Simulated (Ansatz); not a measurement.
Crystal: SiO2.

```
CELL_PARAMETERS angstrom
0.00000 4.71626 7.36278
2.35958 0.00000 7.36278
2.35958 4.71626 0.00000
ATOMIC_POSITIONS crystal
Si 0.93677 0.93677 0.56323
Si 0.68677 0.68677 0.31323
Si 0.31323 0.31323 0.68677
Si 0.56323 0.56323 0.93677
O 0.06344 0.43656 0.06344
O 0.43656 0.06344 0.43656
O 0.81344 0.18656 0.81344
O 0.18656 0.81344 0.18656
O 0.12500 0.62500 0.62500
O 0.62500 0.62500 0.62500
O 0.62500 0.62500 0.12500
O 0.62500 0.12500 0.62500
```

The cell comes from a database or a generator and needn't be the stable form of this composition.

| Item | Value |
| --- | --- |
| Program | Ansatz 0.2.0 |
| Task | relaxation of cell and atoms |
| Functional | RPBE |
| Dispersion | D3(BJ) |
| Potentials or basis | Ansatz PAW |
| Cutoff | 420 eV (not typed: the program's choice for these potentials) |
| k mesh | 7 × 7 × 7 |
| Occupations | fermi-dirac, width 0.05 eV |
| Spin | no spin polarisation |

At the start: volume 13.66 Å³/atom.

**Question.** How do energy, volume and symmetry change on relaxing?

**Answer.** It ends after 7 steps and the volume is 13.68 Å³/atom (+0.2 %); space group Fddd (No. 70, to 0.05 Å).

Step by step:
```
step  energy change (eV)  largest force (eV/Å)  volume (Å³)
   1              0.0000                0.5057       163.87
   2             -0.0207                0.3754       164.56
   3             -0.0436                0.0696       165.10
   4             -0.0494                0.0264       164.38
   5             -0.0500                0.0175       164.23
   6             -0.0501                0.0028       164.21
   7             -0.0511                0.0026       164.21
```

Final structure:
```xyz
12
Lattice="0.0000 4.7350 7.3655 2.3543 0.0000 7.3655 2.3543 4.7350 0.0000" Properties=species:S:1:pos:R:3 pbc="T T T"
Si    3.5314    7.1025   13.8069
Si    2.3543    4.7350   10.1242
Si    2.3543    4.7350    4.6068
Si    3.5314    7.1025    8.2895
O     1.1771    0.6439    3.6827
O     1.1771    4.0911    3.6827
O     2.3543    7.7465    7.3655
O     2.3543    1.7236    7.3655
O     2.9428    3.5513    5.5241
O     2.9428    5.9188    9.2068
O     1.7657    3.5513    9.2068
O     1.7657    5.9188    5.5241
```

Caveat: the plane-wave basis is chosen anew once the cell has moved, so the energies of steps on either side of that aren't comparable; the pressure holds a Pulay correction of +0.5 GPa for the finite cutoff; the PAW data sets come from PBE, with cores solved anew for the run's functional, which leaves a small shift of forces and pressure.
